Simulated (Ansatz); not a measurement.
# Ni: competing magnetic orders, part 3 of 3

Aim: compare arrangements of the moments in a cell of Ni: parallel, none, and patterns of up and down. Methods of the runs shown: PAW and LAPW. Its runs: parallel moments (PAW and LAPW); no spin polarisation (PAW); moments start +- (PAW and LAPW).

Ansatz 0.2.0; DFT LDA; a Materials Project cell.

### 5 Moments start +-, PAW

This is Ni in the bcc structure; at room conditions it is fcc.

File input.yaml:

```yaml
crystal:
  lattice:
    - [-1.38371547, 1.38371547, 1.38371547]
    - [1.38371547, -1.38371547, 1.38371547]
    - [2.76743094, 2.76743094, 0.0]
  atoms:
    - { symbol: Ni, position: [0.0, 0.0, 0.0], spin: 1.5 }
    - { symbol: Ni, position: [0.5, 0.5, 0.5], spin: -1.5 }
magnetization:
  spin_polarized: true
kpoints:
  mp_grid: { grid: [13, 13, 8] }
scf:
  occupations: { method: fermi_dirac, width: 0.05 }
  lower_state_search: "off"
hamiltonian:
  xc: lda
  pseudopotentials: { kind: paw }
output:
  forces: true
  stress: true
  eigenvalues: true
  populations: true
  write_density: true
  write_potential: true
  elf: true
  volumetric_format: npy
```

Command:

```console
$ ansatz run input.yaml --threads 1 --pin off --max-ram 3072MiB --backend cpu --events-out ev --progress --plain --runs-dir out
```

Standard output:

```text
Engine: ansatz 0.2.0
Pseudopotentials: kind: paw
Pseudopotential: Ni, paw, valence charge 18, recommended cutoff 420 eV (normal)
Functional definition: SPW92
  exchange = slater_x
  correlation = pw_c
Crystal: 2 atoms, lattice volume = 21.195 Å³
Basis set: ecut = 420 eV, 395 PW (Γ)
Bands: 24, of which v1, the nominal top of the filled ones, is band 18 counted from 1 (17 counted from 0)
Symmetry: 8 space group operations
Space group: Cmmm (ITA 65), of the structure as read, at distance tolerance 2.8e-5 Å
Magnetic group: BNS 65.490 (UNI 588), of the structure as read, at distance tolerance 2.8e-5 Å
k-points: 245 of 1352
Non-local potential: Ni, projectors of the file, l = 0: 3, l = 1: 2, l = 2: 3, l = 3: 1
PAW form: soft (Blöchl's): semilocal exchange-correlation on the pseudo side does not see the compensation charge
PAW frozen core: Ni, regenerated for the run's functional, and the local potential with it (the file was generated under x = pbe(κ = 0.804, μ = 0.2195149727645171), c = pbe(β = 0.06672455060314922))
PAW one-centre angular grid: Ni, 590 points (default); XC on 64 Gauss nodes
Initial density: superposition of atomic densities (chi_scale 0.1, normalization cell)
Starting moments: Σ|m| = 3 μB on 2 of 2 sites
Starting magnetic order: antiferromagnet; a translation exchanges its spin sublattices: spin-degenerate at every k-point
Initial wavefunctions: pseudopotential atomic-orbital guess
Functional: x = slater, c = lda
the translation (0.5, 0.5, 0.5) carries every atom to within crystal.symmetry.tolerance of an atom of its element with the starting moment reversed, but both spin channels are solved: the dense FFT box has an odd point count along it
iter 1 solved again at ethr=2.48e-5 eV; its pass at ethr=3.10e-3 eV (dr2=8.92e-3 eV) is discarded
SCF iter   1: F=—  HF=-11546.099507 eV  |F-HF|=—  |Δ(HF+E_count)|=         —  Δρ=9.46e-2 (↑9.46e-2 ↓9.46e-2)  dr2=8.91e-3  dr2_m=1.72e0  M=-0.000 μB ∫|m|=1.438 μB  β_m=0.30  ethr=2.48e-5  ⟨swp⟩=1.7  Hψ=61795  notcnv=0
preconditioner: auto → none  [metal: Δε(μ)=0.008 eV  Ē_g=11.746 eV  σ=0.050 eV  W_gap=0.04  n_scr=6 (ndim 8)  ℏωp=36.1 eV  f_vac=0.000  D(μ)=4.80/eV (n_scr^D=90)  sad-step TF]
SCF iter   2: F=—  HF=-11546.225070 eV  |F-HF|=—  |Δ(HF+E_count)|=   1.26e-1  Δρ=7.95e-2 (↑7.95e-2 ↓7.95e-2)  dr2=2.04e-2  dr2_m=1.21e0  M=-0.000 μB ∫|m|=1.281 μB  β_m=0.30  ethr=2.47e-5  ⟨swp⟩=2.1  Hψ=23087  notcnv=0
SCF iter   3: F=—  HF=-11546.308055 eV  |F-HF|=—  |Δ(HF+E_count)|=   8.30e-2  Δρ=6.65e-2 (↑6.65e-2 ↓6.65e-2)  dr2=8.05e-3  dr2_m=8.52e-1  M=0.000 μB ∫|m|=1.152 μB  β_m=0.30  ethr=2.47e-5  ⟨swp⟩=2.0  Hψ=19013  notcnv=0  defer=2
SCF iter   4: F=—  HF=-11546.364997 eV  |F-HF|=—  |Δ(HF+E_count)|=   5.69e-2  Δρ=5.58e-2 (↑5.58e-2 ↓5.58e-2)  dr2=3.92e-3  dr2_m=6.03e-1  M=-0.000 μB ∫|m|=1.042 μB  β_m=0.30  ethr=2.24e-5  ⟨swp⟩=2.6  Hψ=22929  notcnv=0  defer=210
SCF iter   5: F=—  HF=-11546.403668 eV  |F-HF|=—  |Δ(HF+E_count)|=   3.87e-2  Δρ=4.70e-2 (↑4.70e-2 ↓4.69e-2)  dr2=5.58e-4  dr2_m=4.28e-1  M=0.000 μB ∫|m|=0.949 μB  β_m=0.30  ethr=1.09e-5  ⟨swp⟩=2.1  Hψ=20106  notcnv=0  defer=346
SCF iter   6: F=—  HF=-11546.429924 eV  |F-HF|=—  |Δ(HF+E_count)|=   2.63e-2  Δρ=4.08e-2 (↑3.94e-2 ↓4.08e-2)  dr2=5.60e-4  dr2_m=3.13e-1  M=-0.005 μB ∫|m|=0.863 μB  β_m=0.30  ethr=1.55e-6  ⟨swp⟩=2.1  Hψ=21033  notcnv=0  defer=357
SCF iter   7: F=—  HF=-11546.448679 eV  |F-HF|=—  |Δ(HF+E_count)|=   1.88e-2  Δρ=3.48e-2 (↑3.48e-2 ↓3.45e-2)  dr2=4.82e-4  dr2_m=2.33e-1  M=-0.000 μB ∫|m|=0.785 μB  β_m=0.30  ethr=1.55e-6  ⟨swp⟩=2.4  Hψ=18943  notcnv=0  defer=357
SCF iter   8: F=—  HF=-11546.462243 eV  |F-HF|=—  |Δ(HF+E_count)|=   1.36e-2  Δρ=2.98e-2 (↑2.98e-2 ↓2.96e-2)  dr2=1.04e-4  dr2_m=1.71e-1  M=-0.000 μB ∫|m|=0.720 μB  β_m=0.30  ethr=1.34e-6  ⟨swp⟩=2.1  Hψ=19969  notcnv=0  defer=357
SCF iter   9: F=—  HF=-11546.472252 eV  |F-HF|=—  |Δ(HF+E_count)|=   1.00e-2  Δρ=2.60e-2 (↑2.60e-2 ↓2.60e-2)  dr2=7.19e-5  dr2_m=1.32e-1  M=-0.001 μB ∫|m|=0.658 μB  β_m=0.30  ethr=2.88e-7  ⟨swp⟩=2.0  Hψ=21166  notcnv=0  defer=357
SCF iter  10: F=—  HF=-11546.479929 eV  |F-HF|=—  |Δ(HF+E_count)|=   7.68e-3  Δρ=2.30e-2 (↑2.30e-2 ↓2.30e-2)  dr2=6.28e-5  dr2_m=1.03e-1  M=-0.001 μB ∫|m|=0.602 μB  β_m=0.30  ethr=2.00e-7  ⟨swp⟩=2.0  Hψ=20930  notcnv=0  defer=357
SCF iter  11: F=—  HF=-11546.485802 eV  |F-HF|=—  |Δ(HF+E_count)|=   5.87e-3  Δρ=2.03e-2 (↑2.03e-2 ↓2.03e-2)  dr2=1.93e-5  dr2_m=8.00e-2  M=-0.001 μB ∫|m|=0.552 μB  β_m=0.30  ethr=1.74e-7  ⟨swp⟩=2.0  Hψ=20488  notcnv=0  defer=357
Mixer restart at iter 11: flushing history
spin-set hold released at iteration 11 (site moments contracting): the magnetisation degrees of freedom join the quasi-Newton model from the next iteration; the mixer history was flushed
SCF iter  12: F=—  HF=-11546.490436 eV  |F-HF|=—  |Δ(HF+E_count)|=   4.63e-3  Δρ=1.82e-2 (↑1.82e-2 ↓1.81e-2)  dr2=8.90e-6  dr2_m=6.39e-2  M=-0.001 μB ∫|m|=0.505 μB  β_m=0.26  ethr=5.37e-8  ⟨swp⟩=2.1  Hψ=20864  notcnv=0  defer=357
SCF iter  13: F=—  HF=-11546.502510 eV  |F-HF|=—  |Δ(HF+E_count)|=   1.21e-2  Δρ=1.38e-2 (↑9.14e-3 ↓1.38e-2)  dr2=4.96e-3  dr2_m=2.53e-2  M=-0.004 μB ∫|m|=0.345 μB  β_m=0.45  ethr=2.47e-8  ⟨swp⟩=3.1  Hψ=30913  notcnv=0  defer=358
SCF iter  14: F=—  HF=-11546.513958 eV  |F-HF|=—  |Δ(HF+E_count)|=   1.14e-2  Δρ=1.35e-2 (↑1.35e-2 ↓9.86e-3)  dr2=1.03e-1  dr2_m=1.49e-3  M=0.002 μB ∫|m|=0.090 μB  β_m=0.30  ethr=2.47e-8  ⟨swp⟩=3.5  Hψ=31344  notcnv=0  defer=364  recentre
SCF iter  15: F=—  HF=-11546.510389 eV  |F-HF|=—  |Δ(HF+E_count)|=   3.57e-3  Δρ=3.66e-3 (↑2.21e-3 ↓3.66e-3)  dr2=8.70e-4  dr2_m=1.52e-3  M=-0.002 μB ∫|m|=0.099 μB  β_m=0.40  ethr=2.47e-8  ⟨swp⟩=3.1  Hψ=29624  notcnv=0  defer=373
SCF iter  16: F=—  HF=-11546.510949 eV  |F-HF|=—  |Δ(HF+E_count)|=   5.61e-4  Δρ=1.83e-3 (↑1.83e-3 ↓1.59e-3)  dr2=8.43e-5  dr2_m=5.37e-4  M=-0.002 μB ∫|m|=0.048 μB  β_m=0.70  ethr=2.47e-8  ⟨swp⟩=2.8  Hψ=23188  notcnv=0  defer=379
SCF iter  17: F=—  HF=-11546.511409 eV  |F-HF|=—  |Δ(HF+E_count)|=   4.60e-4  Δρ=7.27e-4 (↑3.89e-4 ↓7.27e-4)  dr2=6.91e-5  dr2_m=2.95e-5  M=-0.002 μB ∫|m|=0.012 μB  β_m=0.62  ethr=2.47e-8  ⟨swp⟩=3.1  Hψ=24511  notcnv=0  defer=379
SCF iter  18: F=—  HF=-11546.511408 eV  |F-HF|=—  |Δ(HF+E_count)|=   1.31e-6  Δρ=1.55e-4 (↑9.25e-5 ↓1.55e-4)  dr2=2.34e-6  dr2_m=1.15e-6  M=-0.002 μB ∫|m|=0.002 μB  β_m=0.67  ethr=2.47e-8  ⟨swp⟩=2.5  Hψ=20466  notcnv=0  defer=384
SCF iter  19: F=—  HF=-11546.511407 eV  |F-HF|=—  |Δ(HF+E_count)|=   2.79e-7  Δρ=4.03e-5 (↑4.03e-5 ↓4.03e-5)  dr2=1.39e-7  dr2_m=1.10e-7  M=-0.002 μB ∫|m|=0.002 μB  β_m=0.72  ethr=6.49e-9  ⟨swp⟩=2.0  Hψ=15209  notcnv=0  defer=384
iter 20 did not close the SCF: its close was put off for a magnetic moment that had not settled (scf_convergence_deferred on its scf_iter line)
SCF iter  20: F=-11546.511407 eV  HF=-11546.511407 eV  |F-HF|=5.87e-9  |Δ(HF+E_count)|=   4.29e-8  Δρ=2.44e-5 (↑2.44e-5 ↓1.57e-5)  dr2=1.58e-8  dr2_m=7.46e-8  M=-0.002 μB ∫|m|=0.002 μB  β_m=0.86  ethr=2.78e-10  ⟨swp⟩=11.1  Hψ=73735  notcnv=0
iter 21 did not close the SCF: its close was put off for a magnetic moment that had not settled (scf_convergence_deferred on its scf_iter line)
SCF iter  21: F=-11546.511407 eV  HF=-11546.511407 eV  |F-HF|=2.85e-9  |Δ(HF+E_count)|=   1.28e-8  Δρ=2.34e-5 (↑2.34e-5 ↓1.89e-5)  dr2=1.17e-8  dr2_m=8.41e-8  M=-0.002 μB ∫|m|=0.003 μB  β_m=0.93  ethr=4.40e-11  ⟨swp⟩=5.5  Hψ=61893  notcnv=0
iter 22 did not close the SCF: its close was put off for a magnetic moment that had not settled (scf_convergence_deferred on its scf_iter line)
SCF iter  22: F=-11546.511407 eV  HF=-11546.511407 eV  |F-HF|=2.39e-8  |Δ(HF+E_count)|=   4.98e-9  Δρ=2.30e-5 (↑2.16e-5 ↓2.30e-5)  dr2=3.50e-8  dr2_m=8.84e-8  M=-0.002 μB ∫|m|=0.003 μB  β_m=0.96  ethr=3.25e-11  ⟨swp⟩=5.2  Hψ=62340  notcnv=0
SCF iter  23: F=—  HF=-11546.511407 eV  |F-HF|=—  |Δ(HF+E_count)|=   3.07e-8  Δρ=2.74e-5 (↑2.26e-5 ↓2.74e-5)  dr2=5.70e-9  dr2_m=1.19e-7  M=-0.003 μB ∫|m|=0.003 μB  β_m=0.98  ethr=3.25e-11  ⟨swp⟩=5.7  Hψ=64769  notcnv=0
SCF iter  24: F=—  HF=-11546.511407 eV  |F-HF|=—  |Δ(HF+E_count)|=   3.53e-8  Δρ=3.66e-5 (↑3.66e-5 ↓2.19e-5)  dr2=7.98e-8  dr2_m=1.50e-7  M=-0.003 μB ∫|m|=0.003 μB  β_m=0.99  ethr=1.58e-11  ⟨swp⟩=6.7  Hψ=61959  notcnv=0
iter 25 did not close the SCF: its close was put off for a magnetic moment that had not settled (scf_convergence_deferred on its scf_iter line)
SCF iter  25: F=-11546.511407 eV  HF=-11546.511407 eV  |F-HF|=6.14e-8  |Δ(HF+E_count)|=   1.13e-7  Δρ=2.11e-5 (↑2.11e-5 ↓1.23e-5)  dr2=6.17e-8  dr2_m=3.35e-8  M=-0.002 μB ∫|m|=0.002 μB  β_m=1.00  ethr=1.58e-11  ⟨swp⟩=7.4  Hψ=68723  notcnv=0
iter 26 did not close the SCF: its close was put off for a magnetic moment that had not settled (scf_convergence_deferred on its scf_iter line)
SCF iter  26: F=-11546.511407 eV  HF=-11546.511407 eV  |F-HF|=6.98e-10  |Δ(HF+E_count)|=   3.95e-8  Δρ=2.52e-6 (↑2.48e-6 ↓2.52e-6)  dr2=7.92e-10  dr2_m=6.47e-10  M=-0.000 μB ∫|m|=0.000 μB  β_m=0.87  ethr=1.58e-11  ⟨swp⟩=5.6  Hψ=70402  notcnv=0
SCF iter  27: F=-11546.511407 eV  HF=-11546.511407 eV  |F-HF|=3.82e-11  |Δ(HF+E_count)|=  8.69e-10  Δρ=5.25e-7 (↑3.90e-7 ↓5.25e-7)  dr2=4.50e-11  dr2_m=1.79e-11  M=-0.000 μB ∫|m|=0.000 μB  ethr=2.20e-12  ⟨swp⟩=5.1  Hψ=61430  notcnv=0
WARN: the starting moments were not kept: the SCF closed with an absolute magnetisation of 2.1e-5 μB, where they sum to 3 μB in size (2 sites). That is at most 0.1 of that sum. Measured as dr2_m measures the in/out step, that magnetisation stands 6.7e-10 eV from none, at or under the dr2_threshold of 1.0e-7 eV: it is no larger than a step whose dr2_m would equal this threshold. The system may hold no moment; this SCF shows only that its start led to no more than that. To try another start: raise the starting moments (crystal.atoms[].spin, magnetization.per_species, magnetization.initial_magnetization, or on a non-collinear deck that types none of these the spinor_matrix: blocks that start its atoms; where the total moment is fixed, keep their sum and leave initial_magnetization as it is; typed ones take the place of any that the run laid by itself, positive ones on a crystal's lanthanoids without a Hubbard term where scf.initial_density.shell_occupations: [] is typed) or, if the notice of its spin-set hold's release reads "site moments contracting" or "site moments show no strong build", lengthen the hold (scf.mixing.spin_hold: { on: { confirm: 4 } }; for m-r²SCAN on two components see the key's manual first). Each may lead to a state that holds a moment. A second SCF, from the converged charge density, with the starting moments and any scf.initial_density.shell_occupations laid on it anew, would have followed, and was not run: the deck does not ask for one (magnetization.retry_lost_moments is false, the default). To let it run, set magnetization.retry_lost_moments: true and run the deck again, where that key's refused combinations let it; where memory then withholds it, that run's warning says so.
The SCF converged. Along the directions that its mixing steps explored, a Ritz value of the dielectric operator 1 − χ₀K read negative at each of the last 4 readings (its real part and the size of its imaginary part sum to between -0.11 and -0.095).
SCF 1 converged in 27 iterations: F = -11546.511407 eV  dr2 = 4.50e-11
No search for a lower state was made along the close's negative reading: the deck asks for none (scf.lower_state_search: off) (following: asked_to_warn; scf.lower_state_search in the input reference).
SCF converged after 27 iterations
Magnetization: -0.0000 μB (18.0000 up, 18.0000 down)
Absolute magnetization: 0.0000 μB (∫|ρ↑−ρ↓|, with the PAW one-centre terms)
Spin contamination: 0.0000 ħ² per cell (⟨S²⟩ above its minimum at these occupations)
Per-site moments (μB) at R_I (Å): [(-7.504768993673782e-6, 0.9886245176193575), (-1.3346232943263092e-5, 0.9886245176193575)]
Free energy (F): -11546.511407 eV
Harris-Foulkes:  -11546.511407 eV  (|F-HF|=3.82e-11)
Internal energy: -11546.478716 eV  (E = F + TS)
E sigma→0 (E₀):  -11546.495062 eV
Entropy (-TS):   -0.032691 eV (-16.346 meV/atom)
Fermi energy:    18.133102 eV
--- Per-component energies (eV) ---
  E_band       = -554.366262
  E_kinetic    = 567.394614
  E_local      = -6794.405105  (includes V_loc(G=0)·N_el)
  E_nonlocal   = 1278.031124
  E_hartree    = 2832.881024
  E_xc         = -169.496830
  E_vxc        = -219.422964  (∫ρ·V_xc dr)
  E_paw        = -3126.535842  (= ΣΔE_a)
  E_vpaw       = -1051.726453  (= ΣTr[D̂ρ^β])
  E_aug_tail   = 0.001134  (compensation charges beyond the density's cutoff)
  E_ewald      = -6135.217077
  E_core_change = 0.868241  (= ΣΔE_core)
  E_smearing   = -0.032691  (= −TS)
  E_closure    = -0.000000  (closes the sum)
  Σ components = -11546.511407   (vs F -11546.511407, Δ=0.00e0)
--- Forces (eV/Å), atoms counted from 1 ---
  atom   1  Ni    -0.00000000    -0.00000000    -0.00000000
  atom   2  Ni     0.00000000     0.00000000    -0.00000000
  max |Σ_I F_I| component: 4.42e-29 eV/Å
--- Stress (GPa, compression-positive) ---
      -11.903184       0.135902       0.000000
        0.135902     -11.903184       0.000000
        0.000000       0.000000     -12.133364
  P = ⅓ Tr σ = -11.9799 GPa (-119.799 kbar)
--- Band table (eV; the first three rows and the last of 490) ---
  k-point 0 ↑: bands = ["-84.0596", "-84.0158", "-44.9899", "-44.8249", "-44.7388", "-44.7375", "-44.7355", "-44.7322", "9.0409", "13.5612", "15.1289", "16.1212", "16.1244", "16.1282", "17.5039", "17.5694", "17.5699", "17.7385", "18.3828", "18.5490", "24.9889", "37.4461", "38.4844", "42.1981"]
  k-point 1 ↑: bands = ["-84.0579", "-84.0174", "-44.9802", "-44.8215", "-44.7422", "-44.7390", "-44.7387", "-44.7375", "9.2062", "13.4971", "15.1646", "16.0812", "16.1211", "16.2069", "17.4473", "17.5287", "17.5731", "17.7286", "17.8185", "18.4389", "25.9643", "37.6423", "38.7566", "42.2475"]
  k-point 2 ↑: bands = ["-84.0532", "-84.0222", "-44.9526", "-44.8119", "-44.7704", "-44.7487", "-44.7386", "-44.7376", "9.6927", "13.1975", "15.2672", "15.9683", "16.1000", "16.4355", "16.7117", "17.4345", "17.4714", "17.5834", "17.7021", "18.1357", "28.2119", "38.2291", "39.5563", "40.6350"]
  k-point 244 ↓: bands = ["-83.9997", "-83.9997", "-44.9596", "-44.9596", "-44.8740", "-44.8740", "-44.8276", "-44.8275", "14.4823", "14.4823", "14.9848", "14.9848", "16.4721", "16.4721", "17.0544", "17.0544", "18.3739", "18.3739", "22.5396", "22.5396", "26.3617", "26.3617", "32.0418", "32.0418"]
--- Löwdin populations: 2 sites ---
  site symbol       q [e]    m [muB]
     0     Ni     17.7824    -0.0000
     1     Ni     17.7824    -0.0000
  spilling = 0.012091 (of n_electrons = 36.000000)
```

It took 29 s on 1 thread of Intel Xeon 6975P-C (Granite Rapids), shared host; peak memory 0.51 GiB.

Result: total moment 0.00 μB; site moments Ni1 0.00, Ni2 0.00 μB; pressure -11.98 GPa; no gap.

Density in a lattice plane of the grid's cell (edges 2.40 and 3.91 Å, at 0.000 of the third edge), which holds Ni.

Values in e/Å³, 12 rows by 8 columns:
```
24.78 12.57  2.24  0.55  0.32  0.55  2.24 12.57
 3.23  2.03  0.69  0.34  0.26  0.34  0.69  2.03
 0.46  0.40  0.31  0.25  0.23  0.25  0.31  0.40
 0.27  0.27  0.26  0.26  0.26  0.26  0.26  0.27
 0.24  0.25  0.28  0.31  0.32  0.31  0.28  0.25
 0.24  0.26  0.31  0.35  0.34  0.35  0.31  0.26
 0.24  0.25  0.28  0.31  0.32  0.31  0.28  0.25
 0.27  0.27  0.26  0.26  0.26  0.26  0.26  0.27
 0.46  0.40  0.31  0.25  0.23  0.25  0.31  0.40
 3.23  2.03  0.69  0.34  0.26  0.34  0.69  2.03
24.78 12.57  2.24  0.55  0.32  0.55  2.24 12.57
60.50 28.45  3.92  0.74  0.34  0.74  3.92 28.45
```
Columns run along the first of these edges and rows up along the second, over one cell in 8 and 12 even steps from the bottom left corner. Atoms in the plane (fractional): Ni at (0.00, 0.00).

ELF in the same plane.

Ten even steps from '0' (0.17) to '9' (0.73):
```
87421001001247
44310001000134
22100001000012
00000011100000
00000112110000
00111111111110
11111111111111
11111111111111
11100011100011
11000011100001
11100011100011
11111111111111
11111111111111
00111111111110
00000112110000
00000011100000
22100001000012
44310001000134
87421001001247
98531001001358
```
Columns run along the first of these edges and rows up along the second, over one cell in 14 and 20 even steps from the bottom left corner. Atoms in the plane (fractional): Ni at (0.00, 0.00).

Both are smooth fields of the valence electrons: close to the nuclei they are not physical.

### 6 Moments start +-, LAPW

input.yaml, as its differences from that of step 5:

```diff
@@ -17,3 +17,3 @@
   xc: lda
-  pseudopotentials: { kind: paw }
+  pseudopotentials: { kind: all_electron, lapw: { basis_error: 0.001 } }
 output:
@@ -23,5 +23 @@
   populations: true
-  write_density: true
-  write_potential: true
-  elf: true
-  volumetric_format: npy
```

Command:

```console
$ ansatz run input.yaml --threads 1 --pin off --max-ram 3072MiB --backend cpu --events-out ev --progress --plain --runs-dir out
```

Standard output, cut to the lines that bear on the results:

```text
Ni: projections on atomic orbitals take those of the free atom 1s2 2s2 2p6 3s2 3p6 3d8 4s2, of charge +0.00 (hamiltonian.pseudopotentials.projection_atoms)
LAPW: plane waves up to 9.434 Å⁻¹, error target 1.0e-3 eV per atom; small_component_spin mean_spin; Ni in spheres of 1.198 Å, 18 of its electrons in bands, Dirac shells []
[...]
Pseudopotentials: kind: all_electron
Pseudopotential: Ni, LAPW, valence charge 18, Koelling and Harmon's equation, gaussian nucleus
Functional definition: SPW92
[...]
Crystal: 2 atoms, lattice volume = 21.195 Å³
[...]
WARN: the starting moments were not kept: the SCF closed with an absolute magnetisation of 3.5e-7 μB, where they sum to 3 μB in size (2 sites). That is at most 0.1 of that sum. Measured as dr2_m measures the in/out step, that magnetisation stands 4.9e-16 eV from none, at or under the [...]
--- Forces (eV/Å), atoms counted from 1 ---
  atom   1  Ni     0.00000000     0.00000000     0.00000000
  atom   2  Ni     0.00000000     0.00000000     0.00000000
[...]
--- Stress (GPa, compression-positive) ---
      -11.971242       0.137132       0.000000
        0.137132     -11.971242       0.000000
        0.000000       0.000000     -12.203960
  P = ⅓ Tr σ = -12.0488 GPa (-120.488 kbar)
--- Band table (eV; the first three rows and the last of 490) ---
[... band rows left out ...]
[...]
--- Löwdin populations: 2 sites ---
  site symbol       q [e]    m [muB]
     0     Ni     27.7827     0.0000
     1     Ni     27.7827    -0.0000
  spilling = 0.007760 (of n_electrons = 56.000000)
```

Run time: 66 s. Hardware: 1 thread of Intel Xeon 6975P-C (Granite Rapids), shared host; peak memory 0.94 GiB.

Result: total moment 0.00 μB; site moments Ni1 0.00, Ni2 0.00 μB; pressure -12.05 GPa; no gap.

### 7 All runs together

The reference is each method's run with parallel moments; energies are per magnetic atom (2 in the cell).

| run | method | energy from the method's reference (meV/magnetic atom) | total moment (μB) | largest site moment (μB) | final signs, all atoms | cycles | time |
| --- | --- | --- | --- | --- | --- | --- | --- |
| parallel moments | LAPW | 0.0 | 1.02 | 0.53 | ++ | 18 | 2 min |
| moments start +- | LAPW | 4.4 | 0.00 | 0.00 | 00 | 20 | 66 s |
| parallel moments | PAW | 0.0 | 1.03 | 0.53 | ++ | 16 | 21 s |
| no spin polarisation | PAW | 4.6 | – | – | – | 6 | 4 s |
| moments start +- | PAW | 4.6 | 0.00 | 0.00 | 00 | 27 | 29 s |

Final signs are given up to a flip of all moments, with 0 for moments under 0.1 μB.

### 8 What came out

What follows sums up all 3 parts.

```
     quantity                                                         value
lowest (LAPW)  parallel moments, 0.0 meV a magnetic atom from the reference
 lowest (PAW)  parallel moments, 0.0 meV a magnetic atom from the reference
```

In words: By LAPW the lowest run is «parallel moments», 4.4 meV a magnetic atom under «moments start +-». By PAW the lowest run is «parallel moments», 4.6 meV a magnetic atom under «moments start +-». In «moments start +-» the moments died away, leaving the non-magnetic state, a higher solution that the SCF fell into. A run can end in another pattern than it began with. Only this cell's orders were tried, so longer waves of spin are out of reach. The magnetic state is the one reached from the start moments in this cell; it needn't be the ground state. The cell isn't relaxed for this functional (it is under tension of several GPa), which inflates moments. The k mesh (13×13×8) wasn't tested for convergence.
